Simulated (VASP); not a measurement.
# BN in VASP: one cell, several levels of theory, part 2 of 2

VASP 6.6.1, plane waves, PAW.

**3. r2SCAN at this geometry**

File INCAR:

```
ENCUT = 520.000000
SIGMA = 0.010000
EDIFF = 1.00e-07
ALGO = Normal
METAGGA = R2SCAN
PREC = Accurate
IBRION = -1
ISIF = 2
ISMEAR = 0
NBANDS = 11
NELM = 120
NSW = 0
LASPH = .TRUE.
LCHARG = .TRUE.
LELF = .TRUE.
LWAVE = .FALSE.
LREAL = .FALSE.
```

File KPOINTS:

```
KPOINTS created by Atomic Simulation Environment
0
Gamma
12 12 12
0 0 0
```

File KPOINTS_OPT:

```
special points
7
Reciprocal
0.0000000000 0.0000000000 0.0000000000 1
-0.5000000000 -0.5000000000 0.0000000000 1
-0.3750000000 -0.3750000000 0.2500000000 1
-0.3750000000 0.0000000000 0.3750000000 1
0.0000000000 0.0000000000 0.5000000000 1
-0.5000000000 -0.2500000000 0.2500000000 1
0.0000000000 0.5000000000 0.5000000000 1
```

File POSCAR:

```
B  N
 1.0000000000000000
     0.0000000000000000    1.8589702132000001    1.8589702132000001
     1.8589702132000001    0.0000000000000000    1.8589702132000001
     1.8589702132000001    1.8589702132000001    0.0000000000000000
 B   N
   1   1
Cartesian
  0.0000000000000000  0.0000000000000000  0.0000000000000000
  0.9294851066000001  0.9294851066000001  0.9294851066000001
```

On the command line:

```
> mpirun -np 1 vasp_std
```

Printed to the terminal (iteration lines stand in OSZICAR):

```text
POSCAR found type information on POSCAR B N
 POSCAR found :  2 types and       2 ions
 -----------------------------------------------------------------------------
|                                                                             |
|                                                                             |
|     You enforced a specific xc type in the INCAR file but a different       |
|     I HOPE YOU KNOW WHAT YOU ARE DOING!                                     |
|                                                                             |
 -----------------------------------------------------------------------------

 LDA part: xc-table for (None), standard interpolation
 POSCAR, INCAR and KPOINTS ok, starting setup
 FFT: planning ... GRIDC
 FFT: planning ... GRID_SOFT
 FFT: planning ... GRID
 WAVECAR not read
 entering main loop
 Start KPOINTS_OPT (optional k-point list driver)
k-point batch [1-7\7]
```

OSZICAR:

```text
N       E                     dE             d eps       ncg     rms          rms(c)
DAV:   1     0.734064498573E+01    0.73406E+01   -0.50982E+03  1600   0.741E+02
DAV:   2    -0.216732604375E+02   -0.29014E+02   -0.27850E+02  1965   0.167E+02
DAV:   3    -0.222508055708E+02   -0.57755E+00   -0.57679E+00  1869   0.201E+01
DAV:   4    -0.222516284818E+02   -0.82291E-03   -0.82290E-03  1716   0.855E-01
DAV:   5    -0.222516293937E+02   -0.91196E-06   -0.91194E-06  1839   0.278E-02    0.616E+00
DAV:   6    -0.190602402308E+02    0.31914E+01   -0.20049E+00  1590   0.779E+00    0.324E+00
DAV:   7    -0.190711878536E+02   -0.10948E-01   -0.19874E-01  1646   0.335E+00    0.177E+00
DAV:   8    -0.190735755009E+02   -0.23876E-02   -0.39040E-02  1668   0.129E+00    0.158E-01
DAV:   9    -0.190731943223E+02    0.38118E-03   -0.60844E-03  1800   0.502E-01    0.950E-02
DAV:  10    -0.190731723519E+02    0.21970E-04   -0.51759E-04  1719   0.165E-01    0.309E-02
DAV:  11    -0.190731772721E+02   -0.49202E-05   -0.49103E-05  1764   0.555E-02    0.764E-03
DAV:  12    -0.190731781809E+02   -0.90882E-06   -0.87361E-07  1770   0.945E-03    0.160E-03
DAV:  13    -0.190731782665E+02   -0.85626E-07   -0.24805E-07  1656   0.318E-03
   1 F= -.19073178E+02 E0= -.19073178E+02  d E =-.144468E-15
       N       E                     dE             ncg
DAV:   1     0.381408657001E+03   -0.25485E+04      162
DAV:   2     0.189842811322E+03   -0.19157E+03      178
DAV:   3     0.185850694008E+03   -0.39921E+01      172
DAV:   4     0.185841964781E+03   -0.87292E-02      178
DAV:   5     0.185841957053E+03   -0.77279E-05      169
DAV:   6     0.185841957044E+03   -0.92897E-08      183
```

Parts of OUTCAR:

```text
k-points           NKPTS =     72   k-points in BZ     NKDIM =     72   number of bands    NBANDS=     11

   NELECT =       8.0000    total number of electrons

   dimension x,y,z NGX =    20 NGY =   20 NGZ =   20
   dimension x,y,z NGXF=    40 NGYF=   40 NGZF=   40

  energy-cutoff  :      520.00
  volume of cell :       12.85
      direct lattice vectors                 reciprocal lattice vectors
     0.000000000  1.858970213  1.858970213    -0.268966117  0.268966117  0.268966117
     1.858970213  0.000000000  1.858970213     0.268966117 -0.268966117  0.268966117
     1.858970213  1.858970213  0.000000000     0.268966117  0.268966117 -0.268966117

 k-points in reciprocal lattice and weights: KPOINTS created by Atomic Simulation Env
   0.00000000  0.00000000  0.00000000       0.001
   0.08333333  0.00000000  0.00000000       0.005
   0.16666667  0.00000000  0.00000000       0.005
   0.25000000  0.00000000  0.00000000       0.005
   0.33333333  0.00000000  0.00000000       0.005
   0.41666667  0.00000000  0.00000000       0.005
   0.50000000  0.00000000  0.00000000       0.002
   0.08333333  0.08333333  0.00000000       0.003
[... 64 more k-points ...]

 E-fermi :   6.2915

 k-point     1 :       0.0000    0.0000    0.0000
  band No.  band energies     occupation
      1     -14.1051      2.00000
      2       6.2416      2.00000
      3       6.2416      2.00000
      4       6.2416      2.00000
      5      15.3548      0.00000
      6      15.3548      0.00000
      7      15.3548      0.00000
      8      15.8904      0.00000
      9      30.7499      0.00000
     10      33.9663      0.00000
     11      33.9663      0.00000

 k-point     2 :       0.0833    0.0000    0.0000
  band No.  band energies     occupation
      1     -13.9420      2.00000
      2       5.3363      2.00000
      3       6.0716      2.00000
      4       6.0716      2.00000
      5      15.3952      0.00000
      6      15.6168      0.00000
      7      15.6168      0.00000
      8      16.6141      0.00000
      9      30.7091      0.00000
     10      31.9805      0.00000
     11      31.9805      0.00000

 k-point     3 :       0.1667    0.0000    0.0000
  band No.  band energies     occupation
      1     -13.4605      2.00000
      2       3.2650      2.00000
      3       5.6553      2.00000
      4       5.6553      2.00000
      5      15.5065      0.00000
      6      16.2312      0.00000
      7      16.2312      0.00000
      8      18.1334      0.00000
      9      30.4177      0.00000
     10      30.4693      0.00000
     11      30.4693      0.00000

 k-point     4 :       0.2500    0.0000    0.0000
  band No.  band energies     occupation
      1     -12.6888      2.00000
      2       0.8499      2.00000
      3       5.1693      2.00000
      4       5.1693      2.00000
      5      15.6517      0.00000
      6      16.8301      0.00000
      7      16.8301      0.00000
      8      19.6459      0.00000
      9      29.9165      0.00000
     10      30.0666      0.00000
     11      30.0666      0.00000

 k-point     5 :       0.3333    0.0000    0.0000
  band No.  band energies     occupation
      1     -11.7000      2.00000
      2      -1.4603      2.00000
      3       4.7515      2.00000
      4       4.7515      2.00000
      5      15.7869      0.00000
      6      17.1539      0.00000
      7      17.1539      0.00000
      8      20.8042      0.00000
      9      29.6337      0.00000
     10      30.8264      0.00000
     11      30.8264      0.00000

 k-point     6 :       0.4167    0.0000    0.0000
  band No.  band energies     occupation
      1     -10.6983      2.00000
      2      -3.3014      2.00000
      3       4.4778      2.00000
      4       4.4778      2.00000
      5      15.8784      0.00000
      6      17.2316      0.00000
      7      17.2316      0.00000
      8      21.4985      0.00000
      9      29.7258      0.00000
     10      32.3197      0.00000
     11      32.3197      0.00000

 k-point     7 :       0.5000    0.0000    0.0000
  band No.  band energies     occupation
      1     -10.2069      2.00000
      2      -4.0792      2.00000
      3       4.3836      2.00000
      4       4.3836      2.00000
      5      15.9102      0.00000
      6      17.2313      0.00000
      7      17.2313      0.00000
      8      21.7268      0.00000
      9      29.8812      0.00000
     10      32.7886      0.00000
     11      33.2585      0.00000

 k-point     8 :       0.0833    0.0833    0.0000
  band No.  band energies     occupation
      1     -13.8878      2.00000
      2       5.6090      2.00000
      3       5.7298      2.00000
      4       5.7298      2.00000
      5      14.9631      0.00000
      6      16.0551      0.00000
      7      16.0551      0.00000
      8      16.5993      0.00000
      9      29.3757      0.00000
     10      31.5580      0.00000
     11      34.2797      0.00000

 k-point     9 :       0.1667    0.0833    0.0000
  band No.  band energies     occupation
      1     -13.5125      2.00000
      2       3.9505      2.00000
      3       5.2052      2.00000
      4       5.5897      2.00000
      5      14.9830      0.00000
      6      16.4037      0.00000
      7      16.8145      0.00000
      8      17.7719      0.00000
      9      27.7632      0.00000
     10      31.6919      0.00000
     11      32.9255      0.00000

 k-point    10 :       0.2500    0.0833    0.0000
  band No.  band energies     occupation
      1     -12.8366      2.00000
      2       1.6762      2.00000
      3       4.6869      2.00000
      4       5.1912      2.00000
      5      15.3700      0.00000
      6      16.7063      0.00000
      7      17.5258      0.00000
      8      19.1146      0.00000
      9      27.1851      0.00000
     10      31.5485      0.00000
     11      32.1138      0.00000

 k-point    11 :       0.3333    0.0833    0.0000
  band No.  band energies     occupation
      1     -11.9143      2.00000
      2      -0.6459      2.00000
      3       4.2998      2.00000
      4       4.6772      2.00000
      5      15.7334      0.00000
      6      16.9830      0.00000
      7      17.8986      0.00000
      8      20.2327      0.00000
      9      27.6587      0.00000
     10      31.3245      0.00000
     11      32.3902      0.00000

 k-point    12 :       0.4167    0.0833    0.0000
  band No.  band energies     occupation
      1     -10.8902      2.00000
      2      -2.6512      2.00000
      3       4.1062      2.00000
      4       4.2018      2.00000
      5      15.9846      0.00000
      6      17.0742      0.00000
      7      17.9121      0.00000
      8      21.2006      0.00000
      9      28.5078      0.00000
     10      31.7278      0.00000
     11      33.3221      0.00000

 k-point    13 :       0.5000    0.0833    0.0000
  band No.  band energies     occupation
      1     -10.1609      2.00000
      2      -3.8432      2.00000
      3       3.8582      2.00000
      4       4.1254      2.00000
      5      16.1770      0.00000
      6      17.0752      0.00000
      7      17.7428      0.00000
      8      21.7916      0.00000
      9      29.0464      0.00000
     10      32.5593      0.00000
     11      33.4245      0.00000

 k-point    14 :      -0.4167    0.0833    0.0000
  band No.  band energies     occupation
      1     -10.3309      2.00000
      2      -3.5793      2.00000
      3       3.6999      2.00000
      4       4.3484      2.00000
      5      16.3000      0.00000
      6      17.1423      0.00000
      7      17.5312      0.00000
      8      21.7258      0.00000
      9      29.2323      0.00000
     10      31.7721      0.00000
     11      32.7814      0.00000

 k-point    15 :      -0.3333    0.0833    0.0000
  band No.  band energies     occupation
      1     -11.2273      2.00000
      2      -2.0408      2.00000
      3       3.7549      2.00000
      4       4.7416      2.00000
      5      16.2846      0.00000
      6      17.2712      0.00000
      7      17.3025      0.00000
      8      21.0245      0.00000
      9      29.2113      0.00000
     10      29.8476      0.00000
     11      32.7777      0.00000

 k-point    16 :      -0.2500    0.0833    0.0000
  band No.  band energies     occupation
      1     -12.2441      2.00000
      2       0.1064      2.00000
      3       4.0296      2.00000
      4       5.2413      2.00000
      5      16.1450      0.00000
      6      16.8480      0.00000
      7      17.3066      0.00000
      8      19.9627      0.00000
      9      28.6998      0.00000
     10      29.1055      0.00000
     11      32.4778      0.00000

[... the tables of k-points 17 to 72 left out ...]

  Total       -2.3030372     -2.3030372     -2.3030372     -0.0000000     -0.0000000     -0.0000000
  in kB     -287.1866510   -287.1866510   -287.1866510     -0.0000000     -0.0000000     -0.0000000
  external PRESSURE =    -287.1866510 kB  Pullay stress =       0.0000000 kB

 POSITION                                       TOTAL-FORCE (eV/Angst)
 -----------------------------------------------------------------------------------
      0.00000      0.00000      0.00000         0.000000      0.000000      0.000000
      0.92949      0.92949      0.92949        -0.000000     -0.000000     -0.000000
 -----------------------------------------------------------------------------------
    total drift:                               -0.000000     -0.000000      0.000000

  FREE ENERGIE OF THE ION-ELECTRON SYSTEM (eV)
  ---------------------------------------------------
  free  energy   TOTEN  =       -19.0731782665 eV

  energy  without entropy=      -19.0731782665  energy(sigma->0) =      -19.07317827
```

Hardware: 1 MPI rank of Intel Xeon Platinum 8488C, shared host.

The levels at the points of KPOINTS_OPT are read from vasprun.xml.

Band energies at the special points (eV, zero at the top of v, the last band that the electrons fill by count):

| point | v−1 | v | c | c+1 |
| --- | --- | --- | --- | --- |
| Γ | 0.00 | 0.00 | 9.11 | 9.11 |
| X | -4.69 | -4.69 | 4.87 | 9.31 |
| U | -7.23 | -3.89 | 7.22 | 12.84 |
| K | -7.23 | -3.89 | 7.22 | 12.84 |
| L | -1.86 | -1.86 | 9.67 | 10.99 |
| W | -6.59 | -6.11 | 9.94 | 13.22 |

r2SCAN gives an indirect gap of 4.87 eV, from Γ to X; the least direct gap is 9.11 eV. Pressure: -28.72 GPa; the forces vanish within 0.01 eV/Å.

Axes a, b and c in the maps are those of this run's conventional cell (a, b, c = 3.718, 3.718, 3.718 Å).

Density in a lattice plane of the grid's cell (edges 3.72 and 3.72 Å, at 0.000 of the third edge), which holds B.

Ten even steps from '0' (0.07 e/Å³) to '9' (0.66 e/Å³):
```
568986432100000123468986
899987542110001124578999
999987653221112235678999
677777765432223456777777
445667776654445667776654
223456777777677777765432
112235678999999987653221
001124578999899987542110
000123468986568986432100
000012468875357886421000
000123468986568986432100
001124578999899987542110
112235678999999987653221
223456777777677777765432
445667776654445667776654
677777765432223456777777
999987653221112235678999
899987542110001124578999
568986432100000123468986
357886421000000012468875
```
Columns run along the first of these edges and rows up along the second, over one cell in 24 and 20 even steps from the bottom left corner. Atoms in the plane (fractional): B at (0.00, 0.00), B at (0.50, 0.50).

ELF in the same plane.

Values, 12 rows by 12 columns:
```
0.12 0.34 0.55 0.41 0.19 0.06 0.03 0.06 0.19 0.41 0.55 0.33
0.36 0.54 0.67 0.58 0.39 0.19 0.09 0.19 0.39 0.58 0.67 0.55
0.27 0.41 0.58 0.62 0.58 0.41 0.27 0.41 0.58 0.62 0.58 0.41
0.09 0.19 0.39 0.58 0.67 0.55 0.35 0.54 0.67 0.58 0.39 0.19
0.03 0.06 0.19 0.41 0.54 0.34 0.11 0.34 0.54 0.41 0.19 0.06
0.01 0.03 0.09 0.27 0.36 0.12 0.01 0.11 0.35 0.27 0.09 0.03
0.03 0.06 0.19 0.41 0.55 0.33 0.12 0.34 0.55 0.41 0.19 0.06
0.09 0.19 0.39 0.58 0.67 0.55 0.36 0.54 0.67 0.58 0.39 0.19
0.27 0.41 0.58 0.62 0.58 0.41 0.27 0.41 0.58 0.62 0.58 0.41
0.35 0.54 0.67 0.58 0.39 0.19 0.09 0.19 0.39 0.58 0.67 0.55
0.11 0.34 0.54 0.41 0.19 0.06 0.03 0.06 0.19 0.41 0.54 0.34
0.01 0.11 0.35 0.27 0.09 0.03 0.01 0.03 0.09 0.27 0.36 0.12
```
Columns run along the first of these edges and rows up along the second, over one cell in 12 and 12 even steps from the bottom left corner. Atoms in the plane (fractional): B at (0.00, 0.00), B at (0.50, 0.50).

Both are smooth fields of the valence electrons: close to the nuclei they are not physical.

The highest ELF values outside the cores: 0.92 on the B–N line, 0.6 Å from B.

**4. Results**

This closing draws on all 2 parts.

```
 level  gap (eV)  pressure (GPa)  Ansatz: gap (eV)  Ansatz: pressure (GPa)
   PBE      4.37          -24.55              4.37                  -24.56
r2SCAN      4.87          -28.72              4.88                  -29.51
```

The gap runs from 4.37 eV (PBE) to 4.87 eV (r2SCAN). At this one volume the pressure spans -28.7 GPa (r2SCAN) to -24.6 GPa (PBE): PBE wants the largest cell and r2SCAN the smallest. The two programs agree on the gap within 0.03 eV, far less than the spread between functionals. The two codes have different PAW datasets and cutoffs.
